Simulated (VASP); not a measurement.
# BeS (F-43m) in VASP: a series of runs, part 2 of 3

VASP 6.6.1. The steps go on from the part before.

### 3 Band structure, HSE03

POSCAR reads:

```
BeS
1.0
    0.0000000000      2.4250000000      2.4250000000
    2.4250000000      0.0000000000      2.4250000000
    2.4250000000      2.4250000000      0.0000000000
S Be
1 1
Direct
    0.7500000000      0.7500000000      0.7500000000
    0.0000000000      0.0000000000      0.0000000000
```

INCAR.step1 reads:

```
ALGO     = Normal         # electronic algorithm
EDIFF    = 1E-5           # SCF threshold, eV
ENCUT    = 520            # plane-wave cutoff, eV
GGA      = PE             # functional
ISIF     = 2              # what is computed and relaxed
ISMEAR   = 0              # smearing method
KPAR     = 4            
LASPH    = T              # aspherical terms in the spheres
LCHARG   = F              # write CHGCAR
LREAL    = F              # projectors in reciprocal space
LWAVE    = T              # write WAVECAR
NELM     = 100            # most SCF steps
PREC     = Accurate       # precision mode
SIGMA    = 0.02           # smearing width, eV
```

INCAR.step2 reads:

```
ALGO     = Normal         # electronic algorithm
EDIFF    = 1E-7           # SCF threshold, eV
ENCUT    = 520            # plane-wave cutoff, eV
GGA      = PE             # functional
HFSCREEN = 0.3            # screening, 1/A
ISIF     = 2              # what is computed and relaxed
ISMEAR   = 0              # smearing method
ISTART   = 1            
KPAR     = 4            
LASPH    = T              # aspherical terms in the spheres
LCHARG   = F              # write CHGCAR
LHFCALC  = T              # exact exchange
LREAL    = F              # projectors in reciprocal space
LWAVE    = F              # write WAVECAR
NELM     = 100            # most SCF steps
PREC     = Accurate       # precision mode
PRECFOCK = Fast         
SIGMA    = 0.02           # smearing width, eV
```

KPOINTS reads:

```
k-points
0
Gamma
  6 6 6
```

KPOINTS_OPT reads:

```
path GXWKGLUWLK,UX
8
line-mode
reciprocal
 0.0000000000  0.0000000000  0.0000000000  G
 0.5000000000  0.0000000000  0.5000000000  X

 0.5000000000  0.0000000000  0.5000000000  X
 0.5000000000  0.2500000000  0.7500000000  W

 0.5000000000  0.2500000000  0.7500000000  W
 0.3750000000  0.3750000000  0.7500000000  K

 0.3750000000  0.3750000000  0.7500000000  K
 0.0000000000  0.0000000000  0.0000000000  G

 0.0000000000  0.0000000000  0.0000000000  G
 0.5000000000  0.5000000000  0.5000000000  L

 0.5000000000  0.5000000000  0.5000000000  L
 0.6250000000  0.2500000000  0.6250000000  U

 0.6250000000  0.2500000000  0.6250000000  U
 0.5000000000  0.2500000000  0.7500000000  W

 0.5000000000  0.2500000000  0.7500000000  W
 0.5000000000  0.5000000000  0.5000000000  L

 0.5000000000  0.5000000000  0.5000000000  L
 0.3750000000  0.3750000000  0.7500000000  K

 0.6250000000  0.2500000000  0.6250000000  U
 0.5000000000  0.0000000000  0.5000000000  X
```

Potentials or basis: VASP PAW PBE potentials, release 64 (S, Be).

On the command line:

```
> cat potpaw_PBE.64/S/POTCAR potpaw_PBE.64/Be/POTCAR > POTCAR
> cp INCAR.step1 INCAR
> mpirun -np 4 vasp_std > vasp.out
> cp INCAR.step2 INCAR
> mpirun -np 4 vasp_std > vasp.out
```

OUTCAR:

```text
EDIFF = 1E-7
   ENCUT = 520
   GGA = PE
   HFSCREEN = 0.3
   ISIF = 2
   ISMEAR = 0
   ISTART = 1
   LASPH = T
   LHFCALC = T
   LREAL = F
   NELM = 100
   PREC = Accurate
   PRECFOCK = Fast

 ion  position               nearest neighbor table
   1  0.750  0.750  0.750-   2 2.10   2 2.10   2 2.10   2 2.10
   2  0.000  0.000  0.000-   1 2.10   1 2.10   1 2.10   1 2.10

  LATTYP: Found a face centered cubic cell.
 ALAT       =     4.8500000000

[... 362 lines left out ...]
      8      15.3645      0.00000

------------------------ aborting loop because EDIFF is reached ----------------------------------------

  FORCE on cell =-STRESS in cart. coord.  units (eV):
  Direction    XX          YY          ZZ          XY          YZ          ZX
  --------------------------------------------------------------------------------------
  -------------------------------------------------------------------------------------
  Total        0.0338759      0.0338759      0.0338759      0.0000000      0.0000000     -0.0000000
  in kB        1.9029899      1.9029899      1.9029899      0.0000000      0.0000000     -0.0000000
  external PRESSURE =       1.9029899 kB  Pullay stress =       0.0000000 kB

 VOLUME and BASIS-vectors are now :
 -----------------------------------------------------------------------------
  energy-cutoff  :      520.00
  volume of cell :       28.52
      direct lattice vectors                 reciprocal lattice vectors
     0.000000000  2.425000000  2.425000000    -0.206185567  0.206185567  0.206185567
     2.425000000  0.000000000  2.425000000     0.206185567 -0.206185567  0.206185567
     2.425000000  2.425000000  0.000000000     0.206185567  0.206185567 -0.206185567

 POSITION                                       TOTAL-FORCE (eV/Angst)
 -----------------------------------------------------------------------------------
      3.63750      3.63750      3.63750        -0.000000     -0.000000      0.000000
      0.00000      0.00000      0.00000         0.000000      0.000000     -0.000000
 -----------------------------------------------------------------------------------
    total drift:                                0.000000     -0.000000      0.000000

  FREE ENERGIE OF THE ION-ELECTRON SYSTEM (eV)
  ---------------------------------------------------
  free  energy   TOTEN  =       -11.1610959438 eV

  energy  without entropy=      -11.1610959438  energy(sigma->0) =      -11.16109594
```

OUTCAR.step1:

```text
EDIFF = 1E-5
   ENCUT = 520
   GGA = PE
   ISIF = 2
   ISMEAR = 0
[... 388 lines left out ...]
 -----------------------------------------------------------------------------------
      3.63750      3.63750      3.63750        -0.000000     -0.000000     -0.000000
      0.00000      0.00000      0.00000         0.000000      0.000000      0.000000
 -----------------------------------------------------------------------------------
    total drift:                               -0.000000     -0.000000     -0.000000

  FREE ENERGIE OF THE ION-ELECTRON SYSTEM (eV)
  ---------------------------------------------------
  free  energy   TOTEN  =       -10.0082923233 eV

  energy  without entropy=      -10.0082923233  energy(sigma->0) =      -10.00829232
```

OSZICAR.step1:

```text
N       E                     dE             d eps       ncg     rms          rms(c)
DAV:   1     0.219852726658E+02    0.21985E+02   -0.41698E+03   256   0.867E+02
DAV:   2    -0.960382144658E+01   -0.31589E+02   -0.29981E+02   400   0.130E+02
DAV:   3    -0.101814240044E+02   -0.57760E+00   -0.57760E+00   296   0.227E+01
DAV:   4    -0.101838090063E+02   -0.23850E-02   -0.23850E-02   424   0.158E+00
DAV:   5    -0.101838101705E+02   -0.11642E-05   -0.11642E-05   304   0.311E-02    0.566E+00
DAV:   6    -0.100480746291E+02    0.13574E+00   -0.14263E-01   272   0.226E+00    0.390E+00
DAV:   7    -0.100070218937E+02    0.41053E-01   -0.13532E-01   344   0.243E+00    0.992E-01
DAV:   8    -0.100081309034E+02   -0.11090E-02   -0.65437E-03   352   0.540E-01    0.136E-01
DAV:   9    -0.100082430117E+02   -0.11211E-03   -0.49411E-04   288   0.177E-01    0.275E-02
DAV:  10    -0.100082871109E+02   -0.44099E-04   -0.74045E-05   344   0.648E-02    0.104E-02
DAV:  11    -0.100082923233E+02   -0.52124E-05   -0.11906E-05   272   0.244E-02
   1 F= -.10008292E+02 E0= -.10008292E+02  d E =-.146563E-24
```

It took 2.2 min on 4 MPI ranks of Intel Xeon Platinum 8488C (Sapphire Rapids), shared host; peak memory 0.26 GiB.

What came out:

- Free energy: -11.1611 eV
- Pressure: 0.2 GPa
- Band gap on the k mesh: 3.85 eV, indirect (least direct gap 6.64 eV)
- Band gap along the path: 3.85 eV, indirect (least direct gap 6.62 eV)

Levels at the corners of the path, in eV from the valence-band top:
```csv
point,band 2,band 3,band 4,band 5,band 6,band 7
Γ,0.00,0.00,0.00,6.64,6.64,6.64
X,-5.47,-2.85,-2.85,3.85,5.74,14.25
X,-5.47,-2.85,-2.85,3.85,5.74,14.25
W,-4.65,-4.15,-3.56,7.34,9.09,9.57
W,-4.65,-4.15,-3.56,7.34,9.09,9.57
K,-4.97,-4.39,-2.36,5.16,8.49,11.84
K,-4.97,-4.39,-2.36,5.16,8.49,11.84
Γ,0.00,0.00,0.00,6.64,6.64,6.64
Γ,0.00,0.00,0.00,6.64,6.64,6.64
L,-6.28,-1.11,-1.11,6.38,7.54,7.54
L,-6.28,-1.11,-1.11,6.38,7.54,7.54
U,-4.97,-4.39,-2.36,5.16,8.49,11.84
U,-4.97,-4.39,-2.36,5.16,8.49,11.84
W,-4.65,-4.15,-3.56,7.34,9.09,9.57
W,-4.65,-4.15,-3.56,7.34,9.09,9.57
L,-6.28,-1.11,-1.11,6.38,7.54,7.54
L,-6.28,-1.11,-1.11,6.38,7.54,7.54
K,-4.97,-4.39,-2.36,5.16,8.49,11.84
U,-4.97,-4.39,-2.36,5.16,8.49,11.84
X,-5.47,-2.85,-2.85,3.85,5.74,14.25
```

Caveat: the PAW data sets were made with another functional, which shifts forces and pressure a little.

### 4 Band structure, PBE0

POSCAR is that of step 3.

INCAR.step1 is that of step 3.

Changes to INCAR.step2 since step 3:

```diff
@@ -1 +1,2 @@
+AEXX     = 0.25           # exact-exchange fraction
 ALGO     = Normal         # electronic algorithm
@@ -4,3 +5,3 @@
 GGA      = PE             # functional
-HFSCREEN = 0.3            # screening, 1/A
+HFRCUT   = -1           
 ISIF     = 2              # what is computed and relaxed
```

KPOINTS is that of step 3.

KPOINTS_OPT is that of step 3.

Potentials or basis: VASP PAW PBE potentials, release 64 (S, Be).

On the command line:

```
> cat potpaw_PBE.64/S/POTCAR potpaw_PBE.64/Be/POTCAR > POTCAR
> cp INCAR.step1 INCAR
> mpirun -np 4 vasp_std > vasp.out
> cp INCAR.step2 INCAR
> mpirun -np 4 vasp_std > vasp.out
```

OUTCAR:

```text
AEXX = 0.25
   EDIFF = 1E-7
   ENCUT = 520
   GGA = PE
   ISIF = 2
   ISMEAR = 0
   ISTART = 1
   LASPH = T
   LHFCALC = T
   LREAL = F
   NELM = 100
   PREC = Accurate
   PRECFOCK = Fast

 ion  position               nearest neighbor table
   1  0.750  0.750  0.750-   2 2.10   2 2.10   2 2.10   2 2.10
   2  0.000  0.000  0.000-   1 2.10   1 2.10   1 2.10   1 2.10

  LATTYP: Found a face centered cubic cell.
 ALAT       =     4.8500000000

  Lattice vectors:

 A1 = (   0.0000000000,   2.4250000000,   2.4250000000)
 A2 = (   2.4250000000,   0.0000000000,   2.4250000000)
 A3 = (   2.4250000000,   2.4250000000,   0.0000000000)

Analysis of symmetry for initial positions (statically):
=====================================================================
 Subroutine PRICEL returns:
 Original cell was already a primitive cell.

 Routine SETGRP: Setting up the symmetry group for a
 face centered cubic supercell.

 Subroutine GETGRP returns: Found 24 space group operations
 (whereof 24 operations were pure point group operations)
 out of a pool of 48 trial point group operations.

The static configuration has the point symmetry T_d .

Analysis of symmetry for dynamics (positions and initial velocities):
=====================================================================
 Subroutine PRICEL returns:
 Original cell was already a primitive cell.

 Routine SETGRP: Setting up the symmetry group for a
 face centered cubic supercell.

 Subroutine GETGRP returns: Found 24 space group operations
 (whereof 24 operations were pure point group operations)
 out of a pool of 48 trial point group operations.

The dynamic configuration has the point symmetry T_d .

 Subroutine INISYM returns: Found 24 space group operations
 (whereof 24 operations are pure point group operations),
 and found     1 'primitive' translations

----------------------------------------------------------------------------------------

[... 115 lines left out ...]
   AEXX    =    0.2500 exact exchange contribution
   HFSCREEN=    0.0000 screening length (either q_TF or 0.3 A-1)
   HFSCREENC=   0.0000 screening length for correlation (either q_TF or 0.3 A-1)
   ENCUTFOCK=  -1.0 apply spherical cutoff to Coloumb kernel
   IVDW    =     0    specifies the selected vdW correction
   LEPSILON=     F    determine dielectric tensor
   LRPA    =     F    only Hartree local field effects (RPA)
 non-spin polarized calculation
 Gauss-broadening in eV      SIGMA  =   0.02
  energy-cutoff  :      520.00
  volume of cell :       28.52
 maximum number of plane-waves:       778
 NGX is ok and might be reduce to    28
  NGX = 16; NGY = 16; NGZ = 16

 number of electron       7.9999999 magnetization

 Free energy of the ion-electron system (eV)
  ---------------------------------------------------
  ext. energy  EPLUGINS =         0.00000000
  ---------------------------------------------------
  free energy    TOTEN  =       -11.98320604 eV

  energy without entropy =      -11.98320604  energy(sigma->0) =      -11.98320604

 E-fermi :   3.2505     XC(G=0):  -7.6970

 val. band max:        3.1515881372   @ k =   0.0000   0.0000   0.0000
 cond. band min:       7.9131210417   @ k =   0.5000   0.5000   0.0000
 fundamental gap:      4.7615329045
 Fermi energy:         3.2504798594

 k-point     1 :       0.0000    0.0000    0.0000
  band No.  band energies     occupation
      1     -12.0002      2.00000
      2       3.1516      2.00000
      3       3.1516      2.00000
      4       3.1516      2.00000
      5      10.7539      0.00000
      6      10.7539      0.00000
      7      10.7539      0.00000
      8      10.9316      0.00000
[... 155 lines left out ...]
 k-point    16 :      -0.3333    0.5000    0.1667
  band No.  band energies     occupation
      1      -9.5655      2.00000
      2      -1.9778      2.00000
      3      -0.6146      2.00000
      4      -0.3286      2.00000
      5      10.0735      0.00000
      6      11.7309      0.00000
      7      15.3937      0.00000
      8      15.9043      0.00000

------------------------ aborting loop because EDIFF is reached ----------------------------------------

  FORCE on cell =-STRESS in cart. coord.  units (eV):
  Direction    XX          YY          ZZ          XY          YZ          ZX
  --------------------------------------------------------------------------------------
  -------------------------------------------------------------------------------------
  Total        0.0147127      0.0147127      0.0147127      0.0000000      0.0000000     -0.0000000
  in kB        0.8264930      0.8264930      0.8264930      0.0000000      0.0000000     -0.0000000
  external PRESSURE =       0.8264930 kB  Pullay stress =       0.0000000 kB

 VOLUME and BASIS-vectors are now :
 -----------------------------------------------------------------------------
  energy-cutoff  :      520.00
  volume of cell :       28.52
      direct lattice vectors                 reciprocal lattice vectors
     0.000000000  2.425000000  2.425000000    -0.206185567  0.206185567  0.206185567
     2.425000000  0.000000000  2.425000000     0.206185567 -0.206185567  0.206185567
     2.425000000  2.425000000  0.000000000     0.206185567  0.206185567 -0.206185567

 POSITION                                       TOTAL-FORCE (eV/Angst)
 -----------------------------------------------------------------------------------
      3.63750      3.63750      3.63750         0.000000      0.000000      0.000000
      0.00000      0.00000      0.00000        -0.000000     -0.000000     -0.000000
 -----------------------------------------------------------------------------------
    total drift:                                0.000000      0.000000     -0.000000

  FREE ENERGIE OF THE ION-ELECTRON SYSTEM (eV)
  ---------------------------------------------------
  free  energy   TOTEN  =       -11.9832060354 eV

  energy  without entropy=      -11.9832060354  energy(sigma->0) =      -11.98320604
```

OUTCAR.step1:

```text
EDIFF = 1E-5
   ENCUT = 520
   GGA = PE
   ISIF = 2
   ISMEAR = 0
[... 388 lines left out ...]
 -----------------------------------------------------------------------------------
      3.63750      3.63750      3.63750        -0.000000     -0.000000     -0.000000
      0.00000      0.00000      0.00000         0.000000      0.000000      0.000000
 -----------------------------------------------------------------------------------
    total drift:                               -0.000000     -0.000000     -0.000000

  FREE ENERGIE OF THE ION-ELECTRON SYSTEM (eV)
  ---------------------------------------------------
  free  energy   TOTEN  =       -10.0082923233 eV

  energy  without entropy=      -10.0082923233  energy(sigma->0) =      -10.00829232
```

OSZICAR.step1:

```text
N       E                     dE             d eps       ncg     rms          rms(c)
DAV:   1     0.219852726658E+02    0.21985E+02   -0.41698E+03   256   0.867E+02
DAV:   2    -0.960382144658E+01   -0.31589E+02   -0.29981E+02   400   0.130E+02
DAV:   3    -0.101814240044E+02   -0.57760E+00   -0.57760E+00   296   0.227E+01
DAV:   4    -0.101838090063E+02   -0.23850E-02   -0.23850E-02   424   0.158E+00
DAV:   5    -0.101838101705E+02   -0.11642E-05   -0.11642E-05   304   0.311E-02    0.566E+00
DAV:   6    -0.100480746291E+02    0.13574E+00   -0.14263E-01   272   0.226E+00    0.390E+00
DAV:   7    -0.100070218937E+02    0.41053E-01   -0.13532E-01   344   0.243E+00    0.992E-01
DAV:   8    -0.100081309034E+02   -0.11090E-02   -0.65437E-03   352   0.540E-01    0.136E-01
DAV:   9    -0.100082430117E+02   -0.11211E-03   -0.49411E-04   288   0.177E-01    0.275E-02
DAV:  10    -0.100082871109E+02   -0.44099E-04   -0.74045E-05   344   0.648E-02    0.104E-02
DAV:  11    -0.100082923233E+02   -0.52124E-05   -0.11906E-05   272   0.244E-02
   1 F= -.10008292E+02 E0= -.10008292E+02  d E =-.146563E-24
```

Run time: 85 s. Hardware: 4 MPI ranks of Intel Xeon Platinum 8488C (Sapphire Rapids), shared host; peak memory 0.17 GiB.

Results:

| Quantity | Value |
| --- | --- |
| Free energy | -11.9832 eV |
| Pressure | 0.1 GPa |
| Band gap on the k mesh | 4.76 eV, indirect (least direct gap 7.60 eV) |
| Band gap along the path | 4.76 eV, indirect (least direct gap 7.58 eV) |

Levels at the corners of the path, in eV from the valence-band top:
| point | band 2 | band 3 | band 4 | band 5 | band 6 | band 7 |
| --- | --- | --- | --- | --- | --- | --- |
| Γ | 0.00 | 0.00 | 0.00 | 7.60 | 7.60 | 7.60 |
| X | -5.60 | -2.91 | -2.91 | 4.76 | 6.69 | 15.29 |
| X | -5.60 | -2.91 | -2.91 | 4.76 | 6.69 | 15.29 |
| W | -4.76 | -4.26 | -3.65 | 8.30 | 10.08 | 10.57 |
| W | -4.76 | -4.26 | -3.65 | 8.30 | 10.08 | 10.57 |
| K | -5.08 | -4.50 | -2.41 | 6.10 | 9.48 | 12.87 |
| K | -5.08 | -4.50 | -2.41 | 6.10 | 9.48 | 12.87 |
| Γ | 0.00 | 0.00 | 0.00 | 7.60 | 7.60 | 7.60 |
| Γ | 0.00 | 0.00 | 0.00 | 7.60 | 7.60 | 7.60 |
| L | -6.42 | -1.14 | -1.14 | 7.34 | 8.52 | 8.52 |
| L | -6.42 | -1.14 | -1.14 | 7.34 | 8.52 | 8.52 |
| U | -5.08 | -4.50 | -2.41 | 6.10 | 9.48 | 12.87 |
| U | -5.08 | -4.50 | -2.41 | 6.10 | 9.48 | 12.87 |
| W | -4.76 | -4.26 | -3.65 | 8.30 | 10.08 | 10.57 |
| W | -4.76 | -4.26 | -3.65 | 8.30 | 10.08 | 10.57 |
| L | -6.42 | -1.14 | -1.14 | 7.34 | 8.52 | 8.52 |
| L | -6.42 | -1.14 | -1.14 | 7.34 | 8.52 | 8.52 |
| K | -5.08 | -4.50 | -2.41 | 6.10 | 9.48 | 12.87 |
| U | -5.08 | -4.50 | -2.41 | 6.10 | 9.48 | 12.87 |
| X | -5.60 | -2.91 | -2.91 | 4.76 | 6.69 | 15.29 |

Caveat: the PAW data sets were made with another functional, which shifts forces and pressure a little.

[end of part 2 of 3]
